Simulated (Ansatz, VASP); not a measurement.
# ZnAu in VASP and in Ansatz

```
Zn Au
1.0
     3.14700    0.00000    0.00000
     0.00000    3.14700    0.00000
     0.00000    0.00000    3.14700
Zn Au
1 1
Direct
  0.50000 0.50000 0.50000
  0.00000 0.00000 0.00000
```

Alike in both runs: task single point; functional RPBE; k mesh 10 × 10 × 10; occupations fermi-dirac, width 0.1 eV; no spin polarisation.

|  | VASP | Ansatz |
| --- | --- | --- |
| version | VASP 6.6.1 | Ansatz 0.2.0 |
| potentials or method | VASP PAW PBE potentials, release 64 (Zn, Au) | plane waves, PAW |
| plane-wave cutoff (eV) | 520 | 612 |
| valence electrons in the cell | 23 | 31 |

Ansatz gave:

- pressure (GPa): 8.6

Question: Which values does VASP return?

Answer: Pressure (GPa): 8.8.

The two sets of potentials don't hold the same shells in valence. Ansatz warned: «stress_scf_threshold_loose».

Caveats: the PAW data sets were made with another functional, which shifts forces and pressure a little (VASP). Spin-orbit coupling is left out, which matters for the levels of Au.
